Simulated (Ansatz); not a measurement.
# LiH: the cost of one run

Method: DFT PBEsol, scalar-relativistic, plane waves, PAW, in Ansatz 0.2.0.

## (1) The starting structure

The structure is cubic, space group Fm-3m (No. 225). The conventional cell has a = 4.065 Å, b = 4.065 Å, c = 4.065 Å, α = 90.00°, β = 90.00°, γ = 90.00°. Li (site symmetry m-3m) has 6 H at 2.03 Å in its first shell of neighbours. Around H (site symmetry m-3m) lie 6 Li at 2.03 Å.

Structure file:

```
CELL_PARAMETERS angstrom
0.00000 2.03250 2.03250
2.03250 0.00000 2.03250
2.03250 2.03250 0.00000
ATOMIC_POSITIONS crystal
Li 0.00000 0.00000 0.00000
H 0.50000 0.50000 0.50000
```

Source of the structure: the Crystallography Open Database.

(A quick probe on a coarse mesh, which set the mesh and smearing, is not shown.)

## (3) Full relaxation

Input file input.yaml:

```yaml
crystal:
  lattice:
    - [0.0, 2.0325, 2.0325]
    - [2.0325, 0.0, 2.0325]
    - [2.0325, 2.0325, 0.0]
  atoms:
    - { symbol: Li, position: [0.0, 0.0, 0.0] }
    - { symbol: H, position: [0.5, 0.5, 0.5] }
basis:
  ecutwfc: 420
kpoints:
  mp_grid: { grid: [10, 10, 10] }
hamiltonian:
  xc: pbesol
scf:
  occupations: { method: gaussian, width: 0.02 }
output:
  forces: true
  stress: true
  eigenvalues: true
  write_density: true
  write_potential: true
  elf: true
  volumetric_format: npy
relax:
  adjacent_minimum: "off"
  f_tol: 0.005
  max_steps: 80
  cell: { stress_tol: 0.05 }
```

Started as:

```bash
$ ansatz run input.yaml --threads 2 --pin off --max-ram 5120MiB --backend cpu --events-out ev --progress --plain --runs-dir out
```

Q: Estimate wall time and peak memory on 2 threads of Intel Xeon at 2.60GHz (Ice Lake), shared host.

About 1.1 s, with a peak of 0.34 GiB.
